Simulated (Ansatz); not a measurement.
CaF2 under a change: tensor shear ε_xz = −0.37 %

The reference is CaF$_{2}$ in the fluorite structure (space group Fm-3m, No. 225; a = 5.439 Å). Axes: x, y, z lie along the cube axes.

Perturbation: tensor shear ε_xz = −0.37 % (engineering shear γ = -0.0074), atoms relaxed at fixed cell.

The values are results of Kohn–Sham DFT with the r2SCAN functional, run in Ansatz (a first-principles code) with PAW and 500 eV plane waves, spin-orbit coupling left out, not measurements. Settings: 11×11×11 k-points, 0.05 eV Fermi–Dirac smearing.

* **Volume per atom**: 13.41 Å³ (base 13.41 Å³)
* **Space group**: Immm (No. 71) (base Fm-3m (No. 225))
* **Shortest interatomic distance**: 2.351 Å (base 2.355 Å)
* **Energy relative to the base (free energy F)**: +0.1 meV/atom
* **Pressure (mean of the normal stresses, compression positive)**: 0.01 GPa (base 0.00 GPa)
* **Band gap**: 8.03 eV (base 8.03 eV)
* **Gap character**: indirect, T → Γ
* **Smallest direct gap**: 8.29 eV (base 8.29 eV)
* **Electron mass**: 0.56 mₑ (at Γ) (base 0.56 mₑ (at Γ))
* **Valley order (the lowest conduction-band minima on the path, energy above the VBM, named in the base's zone)**: Γ 8.03 eV; X along [010] 8.79 eV; X along [100] 8.79 eV (base Γ 8.03 eV; X along ⟨100⟩ 8.79 eV)
* **Stress (xx, yy, zz, yz, xz, xy; compression positive)**: (0.01, 0.01, 0.01, 0.00, 0.27, 0.00) GPa

The cells carry an imposed strain or load. Effective masses come from finite differences of ±0.01 Å⁻¹. Whether these cells are dynamically stable was not tested. k-point labels follow each cell's own Brillouin zone.
